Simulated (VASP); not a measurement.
# InAs: single point with r2SCAN

The system is InAs.

```xyz
4
Lattice="4.6076 0.0000 0.0000 -2.3038 3.9903 0.0000 0.0000 0.0000 5.9962" Properties=species:S:1:pos:R:3 pbc="T T T"
In    0.0000    2.6602    1.4991
In    2.3038    1.3301    4.4972
As    2.3038    1.3301    1.4991
As    0.0000    2.6602    4.4972
```

The cell was built by a generator and needn't be a form met in nature.

```yaml
Program: VASP 6.6.1
Task: single point
Functional: r2SCAN
Potentials_or_basis: VASP PAW PBE potentials, release 64 (In_d, As)
Cutoff: 520 eV
k_mesh: 6 × 6 × 4
Occupations: fermi-dirac, width 0.02 eV
Spin: no spin polarisation
```

| Item | Value |
| --- | --- |
| Pressure | 0.0 GPa |
| Band gap on the k mesh | none (metal or under the smearing width) |

Levels at points of the mesh, in eV from the Fermi level:
```tsv
k point	band 14	band 15	band 16	band 17	band 18	band 19	band 20	band 21	band 22	band 23
(0.00, 0.00, 0.00)	-2.14	-2.02	-2.02	-0.43	-0.43	-0.10	0.28	3.30	3.30	5.37
(0.50, 0.00, 0.00)	-4.88	-3.19	-3.14	-1.72	-1.29	0.07	2.55	5.16	6.32	6.74
(0.00, 0.00, 0.50)	-2.99	-1.28	-1.28	-1.28	-1.28	0.72	0.72	3.82	3.82	3.82
(0.50, 0.00, 0.50)	-6.21	-2.37	-2.37	-0.50	-0.50	1.97	1.97	3.21	3.21	7.29
```

Run time: 94 s on 1 thread of Intel(R) Xeon(R) 6975P-C (Granite Rapids) (shared host), peak memory 0.27 GiB.

Caveat: the PAW data sets were made with another functional, which shifts forces and pressure a little.
